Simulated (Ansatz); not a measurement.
Input and output of a single-point calculation on BN (wurtzite) (Ansatz 0.2.0, r2SCAN). The cell was relaxed with r2SCAN and then strained (isotropic -3.0 % on every length), with the atoms relaxed again with r2SCAN; k points keep the names of the unstrained zone.

input.yaml:
```yaml
crystal:
  lattice:
    - [2.4676315026, 0.0, 0.0]
    - [-1.2338157513, 2.1370315684, 0.0]
    - [0.0, 0.0, 4.0815808783]
  atoms:
    - { symbol: B, position: [0.3333333333, 0.6666666667, 0.0005226469] }
    - { symbol: B, position: [0.6666666667, 0.3333333333, 0.5005226469] }
    - { symbol: "N", position: [0.3333333333, 0.6666666667, 0.3744773531] }
    - { symbol: "N", position: [0.6666666667, 0.3333333333, 0.8744773531] }
kpoints:
  mp_grid: { grid: [12, 12, 6] }
  band_path:
    path:
      - [0.0, 0.0, 0.0]
      - [0.5, 0.0, 0.0]
      - [0.3333333333, 0.3333333333, 0.0]
      - [0.0, 0.0, 0.5]
      - [0.5, 0.0, 0.5]
      - [0.3333333333, 0.3333333333, 0.5]
      - [0.1, 0.0, 0.0]
    npoints: 1
hamiltonian:
  xc: r2scan
scf:
  occupations: { method: fixed }
  n_extra_bands: 5
output:
  forces: true
  stress: true
  eigenvalues: true
```

Command: `ansatz run input.yaml --threads 4 --pin off --max-ram 4608MiB --backend cpu --events-out ev --progress --plain --runs-dir out`. Wall time 7.6 s on 4 threads of Intel(R) Xeon(R) Processor @ 2.50GHz (Skylake/Cascade Lake), on a shared host; peak host memory 0.38 GiB.

What the program printed (shortened):
```
scf.n_extra_bands = 5 over 8 filled bands (N_el = 16.0): the run solves 13 bands
Pseudopotential: B, paw, valence charge 3, recommended cutoff 500 eV (meta_gga)
Pseudopotential: N, paw, valence charge 5, recommended cutoff 500 eV (meta_gga)
Functional definition: r2SCAN
Crystal: 4 atoms, lattice volume = 21.524 Å³
Basis set: ecut = 500 eV, 549 PW (Γ)
Symmetry: 12 space group operations
Space group: P63mc (ITA 186)
k-points: 76 of 864 (time reversal used)
SCF iter   1: HF=-1087.466969 eV  Δρ=1.07e-2  dr2=1.36e-2
preconditioner: auto → none  [insulator: Δε(μ)=5.527 eV  ℏωp=32.0 eV]
SCF iter   2: HF=-1087.682973 eV  Δρ=7.16e-3  dr2=4.67e-3
SCF iter   3: HF=-1087.683168 eV  Δρ=1.95e-3  dr2=5.78e-4
SCF iter   4: HF=-1087.683217 eV  Δρ=3.87e-4  dr2=2.39e-5
SCF iter   5: HF=-1087.683210 eV  Δρ=7.72e-5  dr2=3.79e-7
SCF iter   6: HF=-1087.683210 eV  Δρ=3.38e-5  dr2=1.08e-7
SCF iter   7: HF=-1087.683211 eV  Δρ=8.83e-6  dr2=9.16e-9
SCF 1 converged in 7 iterations: F = -1087.683211 eV  dr2 = 9.16e-9
SCF converged after 7 iterations
Free energy (F): -1087.683211 eV
Fermi energy:    12.764136 eV
--- Forces (eV/Å), atoms counted from 1 ---
  atom   1  B       0.00000      0.00000    -0.00011
  atom   2  B       0.00000      0.00000    -0.00011
  atom   3  N       0.00000      0.00000      0.00013
  atom   4  N       0.00000      0.00000      0.00013
--- Stress (GPa, compression-positive) ---
       41.978930       0.000000       0.000000
        0.000000      41.978930       0.000000
        0.000000       0.000000      42.761044
  P = ⅓ Tr σ = 42.2396 GPa (422.396 kbar)
```

bands.tsv, columns around the gap (it counts bands from 0):
```tsv
# k_distance	band_3	band_4	band_5	band_6	band_7	band_8	band_9	band_10	band_11
# fermi_ev = 12.764136
# [0, 0, 0] at k_distance = 0.000000
# [0.5, 0, 0] at k_distance = 1.470073
# [0.3333333333, 0.3333333333, 0] at k_distance = 2.318820
# [0, 0, 0.5] at k_distance = 4.182667
# [0.5, 0, 0.5] at k_distance = 5.652740
# [0.3333333333, 0.3333333333, 0.5] at k_distance = 6.501487
# [0.1, 0, 0] at k_distance = 8.143414
# levels_relative_to = fermi_ev
0.000	-2.426	-2.426	-0.350	0.000	0.000	9.491	9.491	9.890	11.397
1.470	-8.734	-7.784	-5.689	-5.040	-2.396	7.662	8.901	11.867	13.088
2.319	-7.989	-7.989	-6.213	-6.141	-6.141	5.567	15.606	15.617	15.617
4.183	-6.404	-1.344	-1.344	-1.344	-1.344	11.142	11.142	11.227	11.227
5.653	-11.238	-4.301	-4.301	-4.077	-4.077	7.564	7.564	11.390	11.390
6.501	-9.856	-8.798	-8.798	-3.472	-3.472	10.798	10.798	11.326	11.326
8.143	-3.500	-2.880	-0.885	-0.590	-0.253	9.197	9.979	10.248	12.124
```
In order the rows are Γ, M, K, A, L, H, Γ–M (0.20).

With r2SCAN the valence top lies at Γ and the conduction bottom at K, 5.57 eV higher; the smallest vertical gap, at Γ–M (0.20 of the way from Γ), is 9.45 eV. The gap is the least over the mesh and the extra points. The mean pressure is +42.24 GPa (compression positive), so r2SCAN would enlarge the cell's volume.

Calculated for a static, non-magnetic cell.
